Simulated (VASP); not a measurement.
Crystal: ZnS (Wurtzite-2H).

```xyz
4
Lattice="3.8110 0.0000 0.0000 -1.9055 3.3004 0.0000 0.0000 0.0000 6.2340" Properties=species:S:1:pos:R:3 pbc="T T T"
Zn    1.9055    1.1001    3.1170
Zn    0.0000    2.2003    0.0000
S     1.9055    1.1001    5.5171
S     0.0000    2.2003    2.4001
```

```yaml
Program: VASP 6.6.1
Task: relaxation of cell and atoms
Functional: rSCAN
Potentials_or_basis: VASP PAW PBE potentials, release 64 (Zn, S)
Cutoff: 600 eV
k_mesh: 8 × 8 × 5
Occupations: fermi-dirac, width 0.05 eV
Spin: no spin polarisation
```

At the start: pressure -0.1 GPa; volume 19.60 Å³/atom.

Task: Where does the relaxation end?

Result: Over 17 steps the energy falls by 5.6 meV/atom and the volume is 19.53 Å³/atom (-0.4 %); space group P6_3mc (No. 186, to 0.05 Å).

Step by step:
| step | energy change (eV) | largest force (eV/Å) | pressure (GPa) | volume (Å³) |
| --- | --- | --- | --- | --- |
| 1 | 0.0000 | 0.3039 | -0.13 | 78.41 |
| 2 | -0.0158 | 0.1205 | -0.01 | 78.22 |
| 3 | -0.0164 | 0.0932 | -0.01 | 78.19 |
| 4 | -0.0156 | 0.0107 | 0.10 | 78.12 |
| 5 | -0.0165 | 0.0802 | 0.01 | 78.18 |
| 6 | -0.0199 | 0.0387 | -0.02 | 78.16 |
| 7 | -0.0222 | 0.0270 | 0.04 | 78.14 |
| 8 | -0.0222 | 0.0250 | 0.02 | 78.14 |
| 9 | -0.0218 | 0.0186 | 0.04 | 78.15 |
| 10 | -0.0222 | 0.0201 | 0.02 | 78.14 |
| 11 | -0.0223 | 0.0137 | -0.06 | 78.18 |
| 12 | -0.0223 | 0.0033 | -0.04 | 78.16 |
| 13 | -0.0223 | 0.0043 | -0.04 | 78.16 |
| 14 | -0.0223 | 0.0089 | -0.05 | 78.17 |
| 15 | -0.0223 | 0.0039 | -0.04 | 78.16 |
| 16 | -0.0224 | 0.0039 | 0.05 | 78.10 |
| 17 | -0.0224 | 0.0039 | 0.00 | 78.11 |

Final structure:
```xyz
4
Lattice="3.8036 0.0000 0.0000 -1.9018 3.2940 0.0000 0.0000 0.0000 6.2339" Properties=species:S:1:pos:R:3 pbc="T T T"
Zn    1.9018    1.0980    3.1494
Zn    0.0000    2.1960    0.0324
S     1.9018    1.0980    5.4845
S     0.0000    2.1960    2.3676
```

Caveat: the PAW data sets were made with another functional, which shifts forces and pressure a little.
